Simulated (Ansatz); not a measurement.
Ag in Ansatz: the effect of target pressure

Crystal: Ag.

```
Ag
1.0
     1.47305    0.85046    7.20465
    -1.47305    0.85046    7.20465
     0.00000   -1.70093    7.20465
Ag
3
Direct
  0.22228 0.22228 0.22228
  0.77772 0.77772 0.77772
  0.00000 0.00000 0.00000
```

This isn't the form of Ag at room conditions, which is fcc.

Alike in all runs:

```yaml
Program: Ansatz 0.2.0
Task: relaxation of cell and atoms
Functional: PBEsol
Potentials_or_basis: Ansatz PAW
Cutoff: "420 eV (not typed: the program's choice for these potentials)"
k_mesh: 10 × 10 × 10
Occupations: fermi-dirac, width 0.05 eV
Spin: no spin polarisation
```

Each run relaxes the cell or the atoms first.

Q: One run gave: relaxed volume 16.71 Å³/atom. Which target pressure did it use?
A. 10 GPa
B. 20 GPa
C. 0 GPa
D. 2 GPa
E. 5 GPa

A: C.

```tsv
target pressure	relaxed volume (Å³/atom)
0 GPa	16.71
2 GPa	16.44
5 GPa	16.08
10 GPa	15.58
20 GPa	14.80
30 GPa	14.20
```

Caveats: the plane-wave basis is chosen anew once the cell has moved, so the energies of steps on either side of that aren't comparable; the PAW data sets come from PBE, with cores solved anew for the run's functional, which leaves a small shift of forces and pressure; the volume moved by over 15 % at a fixed basis, so the end points are rough (some runs).
